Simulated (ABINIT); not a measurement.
A run of ABINIT 10.8.3 (patched build) is set up as follows.

Contents of run.abi:

```
# Pseudopotentials
pp_dirpath "./"
pseudos "Ga.upf, N.upf"

# Structure
acell 3.18 3.18 5.166 Angstrom
rprim
     1.0000000000     0.0000000000     0.0000000000
    -0.5000000000     0.8660254038     0.0000000000
     0.0000000000     0.0000000000     1.0000000000
ntypat 2
znucl 31 7
natom 4
typat 1 1 2 2
xred
     0.6666666667     0.3333333333     0.5000000000
     0.3333333333     0.6666666667     0.0000000000
     0.6666666667     0.3333333333     0.8750000000
     0.3333333333     0.6666666667     0.3750000000

# Plane-wave basis
ecut 979.609905 eV

# k points
kptopt 1
ngkpt 8 8 4
nshiftk 1
shiftk 0.0 0.0 0.0

# Exchange and correlation
ixc -116133

# Bands and occupations
nband 22
occopt 3
tsmear 0.00183747

# SCF cycle
nstep 100
tolvrs 1.0e-10

# Output
iomode 3
prtwf 0
prtden 0
prteig 0
prtebands 0
enunit 2
```

Potentials or basis: PseudoDojo NC SR PBEsol v0.4.1 standard.

Launch:

```bash
$ abinit run.abi > log 2>&1
```

Task: What does it give for the largest force?

Result: 0.133 eV/Å.

Task: Predict the band gap on the k mesh.

Result: 1.95 eV, direct.

Task: What does it give for the pressure?

Result: -0.9 GPa.

Stress tensor (GPa, compression positive):
```
-1.55  0.00  0.00
 0.00 -1.55  0.00
 0.00  0.00  0.51
```

**The experiment to reproduce.**

From “Studying electronic properties in GaN without electrical contacts using γ-γ vs e−-γ Perturbed Angular Correlations”, 2019, pmc:6823545, for a bulk crystal of GaN: band gap 3.503 ± 0.005 eV (direct).

A measured gap of GaN is 3.503 eV (direct; quoted in “Studying electronic properties in GaN without electrical contacts using γ-γ vs e−-γ Perturbed Angular Correlations”, 2019, pmc:6823545); the calculated 1.95 eV misses it by -1.55 eV. Spin-orbit coupling on Ga is left out. The value is that of PBEsol, without temperature or zero-point motion. Semilocal functionals fall short of measured gaps as a rule.
